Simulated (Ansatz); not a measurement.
# CoO: elastic constants from stress and strain

```xyz
2
Lattice="0.0000 2.1315 2.1315 2.1315 0.0000 2.1315 2.1315 2.1315 0.0000" Properties=species:S:1:pos:R:3 pbc="T T T"
Co    0.0000    0.0000    0.0000
O     2.1315    2.1315    2.1315
```

Atom numbers follow the list: Co1, O2.

Conventional cell: a = 4.263 Å, b = 4.263 Å, c = 4.263 Å, α = 90.00°, β = 90.00°, γ = 90.00°. Co (atom 1) has 6 O at 2.13 Å as nearest neighbours. O (atom 2) has 6 Co at 2.13 Å as nearest neighbours.

The geometry is COD entry 1533087, unchecked; take it as a test cell.

Semilocal functionals without U often leave such compounds metallic or with too small a gap, and the real magnetic order may differ.

Other magnetic orders may lie lower; this is the state that the run reached.

The calculation used DFT, PBEsol, all-electron LAPW, scalar-relativistic in Ansatz 0.2.0.

Sampling and basis: a Γ-centred 16×16×16 k mesh, Fermi–Dirac smearing of 0.05 eV, basis error target 0.5 meV/atom, spin-polarised from start moments Co1 2 μB.

The unstrained cell is at -10.76 GPa. Large strains and very small stresses are left out. Each strain is applied once, with fractional coordinates held (clamped ions), and σ below is the change of stress, positive in tension. One finite strain gives stress–strain coefficients at this pressure with an error of the order of the strain times third-order constants, a few per cent for each per cent of strain. In a metal the k mesh adds noise of tens of per cent to soft shears.

Problem. Estimate the stiffness probed by this change, and the stress that it gives: equal xy, yz and zx engineering shear strains of -1 %.

Solution. σxy = 0.19 GPa and γxy = 2εxy = -0.0100, so C44 (clamped ions) = σxy/γxy = -19 GPa. It is negative: the cell is unstable to this strain.

Problem. Estimate the stiffness probed by this change, and the stress that it gives: equal xy, yz and zx engineering shear strains of +1 %.

Solution. σxy = -0.21 GPa and γxy = 2εxy = 0.0100, so C44 (clamped ions) = σxy/γxy = -21 GPa. It is negative: the cell is unstable to this strain.

Problem. The two estimates of C44 (clamped ions) differ. Why, and which value is best?

Solution. Finite strains add third-order terms, and in a metal the k mesh adds noise; two strains on one mesh can't tell these apart, so neither value is shown to be the better.
